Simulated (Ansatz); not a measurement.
Theory: DFT, PBE, plane waves (420 eV) with PAW, scalar-relativistic (Ansatz).

An element in the fcc structure gives this curve. The cell is scaled uniformly from the relaxed one, with fractional coordinates and shape fixed. Energies are extrapolated to zero smearing, pressures are those at the given smearing. Magnetic state: spin not included.

| V (Å³/atom) | E − E₀ (meV/atom) | P (GPa) |
| --- | --- | --- |
| 24.151 | 92.9 | 10.17 |
| 25.248 | 38.3 | 6.03 |
| 26.346 | 9.2 | 2.74 |
| 27.444 | 0.1 | 0.13 |
| 28.542 | 6.9 | -1.97 |
| 29.639 | 26.7 | -3.65 |
| 30.737 | 56.8 | -5.01 |

(1) Which element is it?
A. thallium
B. lead
C. antimony
D. yttrium

## Answers

(1) C. Its fit is V₀ = 27.48 Å³/atom, B₀ = 58 GPa, B₀′ = 4.6.
